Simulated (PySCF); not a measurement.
Identify the unknown among the candidates.

* Dipole: 4.66 D [PBE0/pcSseg-1]
* Rotational structure: rotational constants A, B, C: 4.433, 2.500, 2.443 GHz [GFN2-xTB]
* NMR, other nuclei: isotropic shieldings of nuclei other than C and H, by class: 132 (2 O), 216 (1 S) ppm [GIAO PBE0/pcSseg-1]
* 13C NMR: chemical shifts (computed TMS as zero) by class: 149.6 (1 C), 135.7 (1 C), 48.8 (1 C) ppm [GIAO PBE0/pcSseg-1]
* 1H NMR: chemical shifts (computed TMS as zero) by class: 6.67 (1 H), 6.62 (1 H), 6.46 (1 H), 2.58 (3 H) ppm [GIAO PBE0/pcSseg-1]

Electronic properties: PySCF, gas phase, density fitting. Levels stand in brackets. Isolated species at its GFN2-xTB geometry (one conformer only). NMR classes are plain means over equivalent atoms (diastereotopic ones count apart unless rotation or inversion swaps them), as if these changed places fast.

Task: Which candidate is it?
A. `COc1cccs1`
B. `C=CS(=O)(=O)OC`
C. `CCC(=O)O`
D. `C=CS(C)(=O)=O`

Result: D. It is `C=CS(C)(=O)=O`. Numbering: `[CH2:1]=[CH:2][S:3]([CH3:4])(=[O:5])=[O:6]`. 3 carbons fall into 3 classes; from least to most shielded: alkene CH carbon [C2] (149.6 ppm), terminal =CH2 carbon [C1] (135.7 ppm), S-methyl carbon [C4] (48.8 ppm). Hydrogen classes from least to most shielded: 1 H on a terminal =CH2 carbon, C1 (6.67 ppm), 1 H on an alkene CH carbon, C2 (6.62 ppm), 1 H on a terminal =CH2 carbon, C1 (6.46 ppm), 3 H on an S-methyl carbon, C4 (2.58 ppm, a mean of values up to 0.7 ppm apart in this geometry). The other shieldings belong to: 132 ppm, sulfonyl oxygen [O5/O6]; 216 ppm, sulfonyl sulfur [S3]. The optimised geometry has point group C1 and is an asymmetric top.

The others, at the same levels:
- `C=CS(=O)(=O)OC` fails: its computed 13C shifts are 144.5 (1 C), 136.2 (1 C), 54.6 (1 C) ppm, 1H shifts are 6.71 (1 H), 6.49 (1 H), 6.46 (1 H), 4.03 (3 H) ppm and rotational constant A is 3.401 GHz (against 4.433 GHz).
- `CCC(=O)O` fails: its computed 13C shifts are 178.7 (1 C), 28.6 (1 C), 10.5 (1 C) ppm, 1H shifts are 6.07 (1 H), 2.39 (2 H), 1.15 (3 H) ppm and rotational constant A is 10.256 GHz (against 4.433 GHz).
- `COc1cccs1` fails: it has 5 carbons where the 13C data count 3; its computed 13C shifts are 175.6 (1 C), 130.8 (1 C), 116.1 (1 C), 107.9 (1 C), 60.4 (1 C) ppm, 1H shifts are 7.01 (1 H), 6.44 (1 H), 6.33 (1 H), 3.94 (3 H) ppm and rotational constant A is 4.895 GHz (against 4.433 GHz).

Each candidate is one conformer, not necessarily the lowest. The conformers computed, where there is a choice (atom-mapped SMILES and torsion angles):
- `[CH2:1]=[CH:2][S:3]([CH3:4])(=[O:5])=[O:6]`: C1–C2–S3–C4 -111°
- `[CH2:1]=[CH:2][S:3](=[O:4])(=[O:5])[O:6][CH3:7]`: C1–C2–S3–O4 -144°, C2–S3–O6–C7 86°
- `[CH3:1][CH2:2][C:3](=[O:4])[OH:5]`: C1–C2–C3–O4 0°, H–O5–C3–C2 180°
- `[CH3:1][O:2][c:3]1[cH:4][cH:5][cH:6][s:7]1`: C1–O2–C3–C4 179°
